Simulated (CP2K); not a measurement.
**SrO under changes of volume**

One of the cells (16.901 Å³/atom); the others are scaled copies at fixed shape and fractional positions:

```
Sr O
1.0
     3.62930    0.00000    0.00000
     1.81465    3.14306    0.00000
     1.81465    1.04769    2.96331
Sr O
1 1
Cartesian
  3.6293 2.0954 1.4817
  0.0000 0.0000 0.0000
```

| Item | Value |
| --- | --- |
| Program | CP2K 2026.2 |
| Functional | PBE |
| Potentials or basis | POTENTIAL_UZH Sr GTH-PBE-q10, O GTH-PBE-q6; TZVP-MOLOPT-PBE-GTH basis |
| Density cutoff | 8163 eV |
| k mesh | 9 × 9 × 9 |
| Occupations | fermi-dirac, width 0.05 eV |
| Spin | no spin polarisation |

```tsv
volume (Å³/atom)	energy over the lowest point (meV/atom)	pressure (GPa)	gap on the mesh (eV)
15.887	?	?	?
16.225	41.20	9.3	3.48
16.563	24.15	6.9	3.50
16.901	11.94	4.7	3.52
17.239	4.09	2.8	3.54
17.577	0.36	1.0	3.55
17.915	0.00	-0.6	3.57
```

Problem. What does the run at 15.887 Å³/atom give?

Solution. Energy over the lowest point 63.64 meV/atom; pressure 12.0 GPa; gap on the mesh 3.46 eV.

Worked out: A Birch-Murnaghan fit of order 3 (a polynomial in V^(-2/3)) to the other rows has its minimum at 17.77 Å³/atom with B0 = V·E''(V) = 83 GPa and B' = 4.5. It gives 63.74 meV/atom at 15.887 Å³/atom, against the run's 63.64, and -dE/dV = 12.1 GPa, against 12.0. A straight line through the other rows of the gap, of slope 0.895 eV per unit of ln V, extrapolates to 3.46 eV, against the run's 3.46.

Energies are extrapolated to zero smearing.

Caveats: an odd mesh through Γ misses points on the zone boundary, where band edges often lie; the basis of atomic orbitals isn't converged, which shifts pressures, moduli and gaps. Spin-orbit coupling on Sr is left out.
